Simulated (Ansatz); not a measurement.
**Mo under changes of volume**

One of the cells (15.892 Å³/atom); the others are scaled copies at fixed shape and fractional positions:

```xyz
1
Lattice="-1.5838 1.5838 1.5838 1.5838 -1.5838 1.5838 1.5838 1.5838 -1.5838" Properties=species:S:1:pos:R:3 pbc="T T T"
Mo    0.0000    0.0000    0.0000
```

```yaml
Program: Ansatz 0.2.0
Functional: HSE06
Potentials_or_basis: Ansatz PAW
Cutoff: "420 eV (not typed: the program's choice for these potentials)"
k_mesh: 8 × 8 × 8
Occupations: fermi-dirac, width 0.05 eV
Spin: no spin polarisation
```

```csv
volume (Å³/atom),energy over the lowest point (meV/atom),pressure (GPa)
14.938,19.68,11.3
15.256,3.38,4.6
15.574,0.00,-1.5
15.892,8.36,-7.1
16.209,27.25,-12.1
16.527,55.61,-16.6
16.845,?,?
```

Task: What does the run at 16.845 Å³/atom give?

Result: Energy over the lowest point 92.42 meV/atom; pressure -20.6 GPa.

Worked out: A Birch-Murnaghan fit of order 3 (a polynomial in V^(-2/3)) to the other rows has its minimum at 15.50 Å³/atom with B0 = V·E''(V) = 294 GPa and B' = 4.1. It gives 92.60 meV/atom at 16.845 Å³/atom, against the run's 92.42, and -dE/dV = -20.6 GPa, against -20.6.

Energies are extrapolated to zero smearing.

Caveats: the PAW data sets come from PBE, with cores solved anew for the run's functional, which leaves a small shift of forces and pressure; the thresholds are loose for stress.
